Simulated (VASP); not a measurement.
Here is a VASP 6.6.1 calculation.

Contents of INCAR:

```
ALGO = Fast ; EDIFF = 1E-6
ENCUT = 520 ; GGA = PE
ISIF = 2 ; ISMEAR = 0
LASPH = T ; LCHARG = T
LELF = T ; LREAL = F
LVHAR = T ; LWAVE = F
NBANDS = 14 ; NELM = 60
PREC = Accurate ; SIGMA = 0.02
```

Contents of KPOINTS:

```
k-points
0
Gamma
  11 11 6
```

File POSCAR:

```
Re
2.7608
    1.000000000000      0.000000000000      0.000000000000
   -0.500000000000      0.866025403796      0.000000000000
    0.000000000000      0.000000000000      1.614821790785
Re
2
Direct
    0.6666666667      0.3333333333      0.7500000000
    0.3333333333      0.6666666667      0.2500000000
```

Potentials or basis: VASP PAW PBE potentials, release 64 (Re).

Run with:

```console
$ cat potpaw_PBE.64/Re/POTCAR > POTCAR
$ mpirun -np 1 vasp_std > vasp.out
```

Question: Estimate the band gap on the k mesh.

Answer: None (metal or under the smearing width).

Question: Estimate the pressure.

Answer: 5.5 GPa.

Stress tensor (GPa, compression positive):
```
5.80 0.00 0.00
0.00 5.80 0.00
0.00 0.00 4.82
```

Spin-orbit coupling is left out, which matters for the levels of Re.
